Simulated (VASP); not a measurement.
## Si: band structure with PBE0

The system is Si.

```xyz
4
Lattice="3.8313 0.0000 0.0000 -1.9157 3.3180 0.0000 0.0000 0.0000 6.3326" Properties=species:S:1:pos:R:3 pbc="T T T"
Si    1.9157    1.1060    5.9336
Si    0.0000    2.2120    2.7673
Si    1.9157    1.1060    3.5653
Si    0.0000    2.2120    0.3990
```

This isn't the form of Si at room conditions, which is diamond.

| Item | Value |
| --- | --- |
| Program | VASP 6.6.1 |
| Task | band structure |
| Functional | PBE0 |
| Potentials or basis | VASP PAW PBE potentials, release 64 (Si) |
| Cutoff | 520 eV |
| k mesh | 6 × 6 × 4 |
| Occupations | gaussian, width 0.02 eV |
| Spin | no spin polarisation |
| Ladder | gaps |
| Grid for exact exchange (PRECFOCK) | Fast |
| Exchange at q = 0 | truncated |
| Further INCAR settings | ALGO = Normal; EDIFF = 1e-06; NBANDS = 16 |

| Quantity | Value |
| --- | --- |
| Pressure | -0.5 GPa |
| Largest force | 0.020 eV/Å |
| Band gap on the k mesh | 1.65 eV, indirect (least direct gap 2.38 eV) |
| Band gap along the path | 1.65 eV, indirect (least direct gap 2.38 eV) |

Forces on the atoms (eV/Å):
```
Si   0.000  0.000  0.020
Si   0.000  0.000  0.020
Si   0.000  0.000 -0.020
Si   0.000  0.000 -0.020
```

Stress tensor (GPa, compression positive):
```
-0.50  0.00  0.00
 0.00 -0.50  0.00
 0.00  0.00 -0.63
```

Levels at the corners of the path, in eV from the valence-band top:
| point | band 4 | band 5 | band 6 | band 7 | band 8 | band 9 | band 10 | band 11 | band 12 | band 13 |
| --- | --- | --- | --- | --- | --- | --- | --- | --- | --- | --- |
| Γ | -1.69 | -1.69 | -0.35 | 0.00 | 0.00 | 2.38 | 3.40 | 3.40 | 3.78 | 5.16 |
| M | -6.68 | -5.18 | -3.40 | -3.24 | -1.60 | 1.65 | 3.77 | 4.34 | 4.59 | 6.10 |
| M | -6.68 | -5.18 | -3.40 | -3.24 | -1.60 | 1.65 | 3.77 | 4.34 | 4.59 | 6.10 |
| K | -7.36 | -5.75 | -3.95 | -3.95 | -3.69 | 2.05 | 6.93 | 7.14 | 7.14 | 7.27 |
| K | -7.36 | -5.75 | -3.95 | -3.95 | -3.69 | 2.05 | 6.93 | 7.14 | 7.14 | 7.27 |
| Γ | -1.69 | -1.69 | -0.35 | 0.00 | 0.00 | 2.38 | 3.40 | 3.40 | 3.78 | 5.16 |
| Γ | -1.69 | -1.69 | -0.35 | 0.00 | 0.00 | 2.38 | 3.40 | 3.40 | 3.78 | 5.16 |
| A | -4.69 | -1.02 | -1.02 | -1.02 | -1.02 | 3.21 | 3.21 | 4.45 | 4.45 | 4.45 |
| A | -4.69 | -1.02 | -1.02 | -1.02 | -1.02 | 3.21 | 3.21 | 4.45 | 4.45 | 4.45 |
| L | -8.13 | -2.69 | -2.69 | -2.68 | -2.68 | 2.19 | 2.19 | 2.98 | 2.98 | 7.32 |
| L | -8.13 | -2.69 | -2.69 | -2.68 | -2.68 | 2.19 | 2.19 | 2.98 | 2.98 | 7.32 |
| H | -8.31 | -4.96 | -4.96 | -2.19 | -2.19 | 2.91 | 2.91 | 5.06 | 5.06 | 7.82 |
| H | -8.31 | -4.96 | -4.96 | -2.19 | -2.19 | 2.91 | 2.91 | 5.06 | 5.06 | 7.82 |
| A | -4.69 | -1.02 | -1.02 | -1.02 | -1.02 | 3.21 | 3.21 | 4.45 | 4.45 | 4.45 |
| L | -8.13 | -2.69 | -2.69 | -2.68 | -2.68 | 2.19 | 2.19 | 2.98 | 2.98 | 7.32 |
| M | -6.68 | -5.18 | -3.40 | -3.24 | -1.60 | 1.65 | 3.77 | 4.34 | 4.59 | 6.10 |
| K | -7.36 | -5.75 | -3.95 | -3.95 | -3.69 | 2.05 | 6.93 | 7.14 | 7.14 | 7.27 |
| H | -8.31 | -4.96 | -4.96 | -2.19 | -2.19 | 2.91 | 2.91 | 5.06 | 5.06 | 7.82 |

Run time: 11 min on 4 MPI ranks on Intel(R) Xeon(R) Platinum 8559C (Emerald Rapids), with other jobs on the host, peak memory 0.3 GiB a rank.

Caveat: the PAW data sets were made with another functional, which shifts forces and pressure a little.
